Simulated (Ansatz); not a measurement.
## Relaxing BP₂

Computed with Ansatz, DFT PBE, scalar-relativistic, plane waves, PAW.

The start puts BP₂ on the MoSi2 (C11b) structure type (I4/mmm, No. 139), with B in place of Mo, P in place of Si, at a guessed volume.

Input of the last, converged step (default PAW datasets):

```yaml
crystal:
  lattice:
    - [-1.4321080135, 1.4321080135, 5.1879921345]
    - [1.4321080135, -1.4321080135, 5.1879921345]
    - [1.4321080135, 1.4321080135, -5.1879921345]
  atoms:
    - { symbol: B, position: [0.0, 0.0, 0.0] }
    - { symbol: P, position: [0.6026369668, 0.6026369668, 0.0] }
    - { symbol: P, position: [0.3973630332, 0.3973630332, 0.0] }
basis:
  ecutwfc: 420
kpoints:
  mp_grid: { grid: [22, 22, 22] }
hamiltonian:
  xc: pbe
scf:
  occupations: { method: gaussian, width: 0.1 }
output:
  forces: true
  stress: true
  eigenvalues: true
relax:
  adjacent_minimum: "off"
  f_tol: 0.01
  max_steps: 80
  cell: { stress_tol: 0.05 }
```

Launched as:

```bash
ansatz run input.yaml --threads 1 --pin off --max-ram 2560MiB --backend cpu --events-out ev --progress --plain --runs-dir out
```

Time: 2 min on 1 thread of Arm Neoverse V2 (shared host), peak memory 0.68 GiB.

End of the output:

```
SCF converged after 8 iterations
Free energy (F): -1664.840513 eV
Harris-Foulkes:  -1664.840513 eV  (|F-HF|=6.82e-13)
Internal energy: -1664.837120 eV  (E = F + TS)
E sigma→0 (E₀):  -1664.838817 eV
Entropy (-TS):   -0.003393 eV (-1.131 meV/atom)
Fermi energy:    8.571269 eV
--- Per-component energies (eV) ---
  E_band       = 25.433475
  E_kinetic    = 185.429982
  E_local      = -195.110521  (includes V_loc(G=0)·N_el)
  E_nonlocal   = 79.657718
  E_hartree    = 65.706044
  E_xc         = -154.108251
  E_vxc        = -158.536898  (∫ρ·V_xc dr)
  E_paw        = -1216.892573  (= ΣΔE_a)
  E_vpaw       = -17.418898  (= ΣTr[D̂ρ^β])
  E_aug_tail   = 0.000005  (compensation charges beyond the density's cutoff)
  E_ewald      = -429.519525
  E_smearing   = -0.003393  (= −TS)
  E_closure    = 0.000000  (closes the sum)
  Σ components = -1664.840513   (vs F -1664.840513, Δ=0.00e0)
--- Forces (eV/Å), atoms counted from 1 ---
  atom   1  B      0.00000000     0.00000000     0.00000000
  atom   2  P      0.00000000     0.00000000    -0.00105349
  atom   3  P      0.00000000     0.00000000     0.00105349
  max |Σ_I F_I| component: 3.47e-18 eV/Å
--- Stress (GPa, compression-positive) ---
       -0.005219       0.000000       0.000000
        0.000000      -0.005219       0.000000
        0.000000       0.000000       0.000234
  P = ⅓ Tr σ = -0.0034 GPa (-0.034 kbar)
--- Relaxed structure (4 steps of the walk, 4 accepted, 2 SCFs on fresh bases) ---
  F+E_penalty+E_count = -1664.84051328 eV   max|allowed force component| = 1.053e-3 eV/Å   (the final SCF, on the basis selected at the relaxed cell)
  cell:  # Å, volume = 43.2129 Å³
    - [-1.432474, 1.432474, 5.264781]
    - [1.432474, -1.432474, 5.264781]
    - [1.432474, 1.432474, -5.264781]
  atoms:
    - { symbol: B, position: [0.000000, 0.000000, 0.000000] }
    - { symbol: P, position: [0.601289, 0.601289, 0.000000] }
    - { symbol: P, position: [0.398711, 0.398711, 0.000000] }
```

Total energies depend on the potentials used, so only differences within one code and one set of settings carry meaning.

The result has space group I4/mmm (No. 139). B has 8 P at 2.29 Å and 4 B at 2.86 Å; P has 1 P at 2.13 Å and 4 B at 2.29 Å.

Against the elements it lies at 0.81 eV/atom. Energies over the elements count from the elements' standard structures at the same level, with no empirical corrections.

The k mesh leaves about 4 meV/atom of noise in metals. No dispersion correction is applied, so the spacing between layers, chains or molecules is poorly fixed, and with it the volume and density.

Symmetry constrained the relaxation, so the result can be a saddle point.